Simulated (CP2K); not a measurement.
Runs of CP2K 2026.2 on Sb. It takes space group R-3m (No. 166, trigonal). The conventional cell has a = 4.308 Å, b = 4.308 Å, c = 11.274 Å, α = 90.00°, β = 90.00°, γ = 120.00°. Around Sb (site symmetry 3m) lie 3 Sb at 2.91 Å. 

```csv
level,gap on the mesh (eV),pressure (GPa),largest force (eV/Å)
revPBE,none,3.9,(a)
OLYP,none,3.0,0.09
LDA,none,(d),0.33
PBEsol,none,2.5,0.32
HLE16,none,-5.7,0.48
TPSS,none,(c),(b)
```

Alike in all rows: task band structure; potentials or basis POTENTIAL_UZH Sb GTH-PBE-q5; TZVP-MOLOPT-PBE-GTH basis; no spin polarisation; cell as given; k mesh 8 × 8 × 8; smearing fermi-dirac 0.05 eV.

Q: Estimate the missing entries.

A: (a) 0.19; (b) 0.16; (c) 4.1; (d) 2.6.

Caveats: the potentials were made for another functional, which shifts forces and pressure; spin-orbit coupling is left out, which moves the levels of the heavy elements; the basis of atomic orbitals isn't converged, which shifts pressures, moduli and gaps; the potentials were made for a functional far from this one (some runs).

A k mesh can miss the band edges, and the runs leave out spin-orbit coupling on Sb.

A gap of «none» marks a metal or a gap under the smearing width.

Runs at the PBE level aren't shown here.
